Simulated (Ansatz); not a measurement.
The system is HfO2.

```xyz
12
Lattice="5.5564 0.0000 0.0000 0.0000 3.3336 0.0000 0.0000 0.0000 6.5050" Properties=species:S:1:pos:R:3 pbc="T T T"
Hf    4.1600    2.5002    3.9542
Hf    1.3964    0.8334    2.5508
Hf    1.3818    2.5002    5.8033
Hf    4.1746    0.8334    0.7017
O     3.5533    0.8334    2.7542
O     2.0031    2.5002    3.7508
O     0.7751    0.8334    0.4983
O     4.7813    2.5002    6.0067
O     2.8937    0.8334    5.4736
O     2.6627    2.5002    1.0313
O     0.1155    0.8334    4.2838
O     5.4409    2.5002    2.2212
```

Measurements of this composition are mostly on another form, of space group No. 14.

```yaml
Program: Ansatz 0.2.0
Task: relaxation of cell and atoms
Functional: PBEsol
Dispersion: D4
Potentials_or_basis: Ansatz PAW
Cutoff: "420 eV (not typed: the program's choice for these potentials)"
k_mesh: 5 × 8 × 4
Occupations: fermi-dirac, width 0.05 eV
Spin: no spin polarisation
```

At the start: volume 10.04 Å³/atom.

Problem. Where does the relaxation end?

Solution. It ends after 9 steps and the volume is 9.71 Å³/atom (-3.3 %); space group Pnma (No. 62, to 0.05 Å).

The path:
| step | energy change (eV) | largest force (eV/Å) | volume (Å³) |
| --- | --- | --- | --- |
| 1 | 0.0000 | 0.0340 | 120.49 |
| 2 | -0.1052 | 0.2730 | 115.90 |
| 3 | -0.1143 | 0.1212 | 116.86 |
| 4 | -0.1197 | 0.0714 | 116.57 |
| 5 | -0.1211 | 0.0201 | 116.67 |
| 6 | -0.1215 | 0.0055 | 116.65 |
| 7 | -0.1010 | 0.0055 | 116.65 |
| 8 | -0.1021 | 0.0007 | 116.51 |
| 9 | -0.1013 | 0.0009 | 116.51 |

Final structure:
```cif
data_structure
_symmetry_space_group_name_H-M 'P 1'
_symmetry_Int_Tables_number 1
_cell_length_a 5.5146
_cell_length_b 3.2829
_cell_length_c 6.4355
_cell_angle_alpha 90.000
_cell_angle_beta 90.000
_cell_angle_gamma 90.000
_cell_volume 116.51
loop_
_atom_site_label
_atom_site_type_symbol
_atom_site_fract_x
_atom_site_fract_y
_atom_site_fract_z
_atom_site_occupancy
Hf1 Hf 0.74644 0.75000 0.61193 1
Hf2 Hf 0.25356 0.25000 0.38807 1
Hf3 Hf 0.24644 0.75000 0.88807 1
Hf4 Hf 0.75356 0.25000 0.11193 1
O1 O 0.64058 0.25000 0.42581 1
O2 O 0.35942 0.75000 0.57419 1
O3 O 0.14058 0.25000 0.07419 1
O4 O 0.85942 0.75000 0.92581 1
O5 O 0.52407 0.25000 0.83897 1
O6 O 0.47593 0.75000 0.16103 1
O7 O 0.02407 0.25000 0.66103 1
O8 O 0.97593 0.75000 0.33897 1
```

Caveat: the plane-wave basis is chosen anew once the cell has moved, so the energies of steps on either side of that aren't comparable; the pressure holds a Pulay correction of +1.0 GPa for the finite cutoff; the PAW data sets come from PBE, with cores solved anew for the run's functional, which leaves a small shift of forces and pressure.
